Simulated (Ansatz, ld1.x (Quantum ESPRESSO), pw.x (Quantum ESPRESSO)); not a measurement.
## Equation-of-state test of one RRKJ potential (Mg (Z = 12))

| Item | Value |
| --- | --- |
| Element | magnesium (Mg) |
| Generator | ld1.x (Quantum ESPRESSO) 7.5 |
| Type | norm-conserving RRKJ (Kleinman–Bylander form) |
| Functional | PBE |
| Relativity | scalar-relativistic |
| Frozen core | [Ne] |
| Valence charge | 2 |
| Reference configuration | 3s2 3p0 |
| Partial waves | 3s (bound): rc 2.30 bohr; 3p (bound, empty): rc 3.40 bohr |
| Local potential | all-electron potential smoothed inside 2.15 bohr (lloc = -1) |
| Core correction | none |
| rho0 | 0.001 |

Atomic tests: cutoffs needed: 8 Ry and 12 Ry (the cutoffs (Ry, on a coarse ladder) from which the occupation-weighted sum of valence levels, in a spherical-Bessel basis at the reference potential, stays within 10 and 1 mRy of its value at 400 Ry); ghost test: no extra level below or beside the all-electron valence levels (s, p, d, f tested) (spherical-Bessel basis up to 400 Ry, 20 bohr box); largest excitation error: +109 meV (all-electron minus pseudo) for 3s0 3p1, out of 5 test configurations.

Crystal test: sc Mg in pw.x 7.5, no spin, 11³ k-points, Fermi–Dirac smearing 0.01 Ry, cutoffs 35/140 Ry. The reference is all-electron LAPW (Ansatz 0.2.0) with the same functional, mesh and smearing; V0 and B0 come from Birch–Murnaghan fits to the pressures at five volumes. Errors are pseudo minus all-electron; Δ is the rms difference of the E(V) curves that follow from these fits, minima aligned, over ±6 % about the mean V0. Mesh and smearing are coarse, so the numbers serve the comparison and aren't converged zero-temperature values; the lattice is a test structure that the element need not adopt.

```csv
V (Å³/atom),P all-electron (GPa),P pseudo (GPa)
26.402,1.08,1.91
27.097,0.42,1.19
27.792,-0.17,0.56
28.487,-0.69,-0.00
29.182,-1.14,-0.50
```

All-electron: a0 = 3.021 Å (V0 = 27.58 Å³/atom), B0 = 22.7 GPa.

Pseudopotential: mean pressure error (GPa): +0.73; a0 (Å): 3.054; a0 error (%): +1.07; B0 error (%): -4.4; Δ (meV/atom): 4.3. The largest radius (3.40 bohr) exceeds half the bond length (2.86 bohr), so the spheres overlap, which is one possible source of error among others. This is a poor potential for the solid.

At the middle volume, how do free energy and pressure move when the wave cutoff is lowered (ecutrho kept at four times it)?

```
cutoff (Ry)  shift of F (meV/atom)  shift of P (GPa)
         16                   +4.7             -0.00
         21                   +2.9             -0.04
         28                   +0.5             -0.02
```

Input at the middle volume:

```
&control
  calculation='scf', prefix='x', pseudo_dir='./', outdir='./tmp', tstress=.true., disk_io='none'
/
&system
  ibrav=0, nat=1, ntyp=1, ecutwfc=35, ecutrho=140, nbnd=8,
  occupations='smearing', smearing='fd', degauss=0.01
/
&electrons
  conv_thr=1e-09, mixing_beta=0.4, electron_maxstep=70
/
ATOMIC_SPECIES
Mg 1.0 Mg.UPF
CELL_PARAMETERS angstrom
  3.02905110 0.00000000 0.00000000
  0.00000000 3.02905110 0.00000000
  0.00000000 0.00000000 3.02905110
ATOMIC_POSITIONS crystal
Mg 0.0000 0.0000 0.0000
K_POINTS automatic
11 11 11 0 0 0
```

```bash
pw.x < Mg.scf.in > Mg.scf.out
```

Lines of the output:

```
Message from routine setup:
     using ibrav=0 with symmetry is DISCOURAGED, use correct ibrav instead
     lattice parameter (alat)  =       5.7241  a.u.
     unit-cell volume          =     187.5497 (a.u.)^3
     number of electrons       =         2.00
     number of Kohn-Sham states=            8
     kinetic-energy cutoff     =      35.0000  Ry
     charge density cutoff     =     140.0000  Ry
     scf convergence threshold =      1.0E-09
     Exchange-correlation= PBE
     number of k points=    56  Fermi-Dirac smearing, width (Ry)=  0.0100
     iteration #  1     ecut=    35.00 Ry     beta= 0.40
     total energy              =      -1.73374984 Ry
     estimated scf accuracy    <       0.00337547 Ry
     iteration #  2     ecut=    35.00 Ry     beta= 0.40
     total energy              =      -1.73372602 Ry
     estimated scf accuracy    <       0.00116724 Ry
     iteration #  3     ecut=    35.00 Ry     beta= 0.40
     total energy              =      -1.73374451 Ry
     estimated scf accuracy    <       0.00000131 Ry
     iteration #  4     ecut=    35.00 Ry     beta= 0.40
     total energy              =      -1.73374496 Ry
     estimated scf accuracy    <       0.00000019 Ry
     iteration #  5     ecut=    35.00 Ry     beta= 0.40
     the Fermi energy is     2.5214 ev
!    total energy              =      -1.73374497 Ry
     estimated scf accuracy    <          4.8E-10 Ry
     smearing contrib. (-TS)   =      -0.00187806 Ry
     The total energy is F=E-TS. E is the sum of the following terms:
     one-electron contribution =       1.05848817 Ry
     hartree contribution      =       0.00559445 Ry
     xc contribution           =      -0.81323857 Ry
     ewald contribution        =      -1.98271096 Ry
     convergence has been achieved in   5 iterations
          total   stress  (Ry/bohr**3)                   (kbar)     P=        5.57
     Message from routine punch:
     Nothing written, as per user request (disk_io='none')
```

The run at the middle volume (56 k-points, 5 iterations) took about 3.3 s on one core of a shared host (Intel(R) Xeon(R) Platinum 8259CL CPU @ 2.50GHz, 96 threads, 755 GiB, load 54).
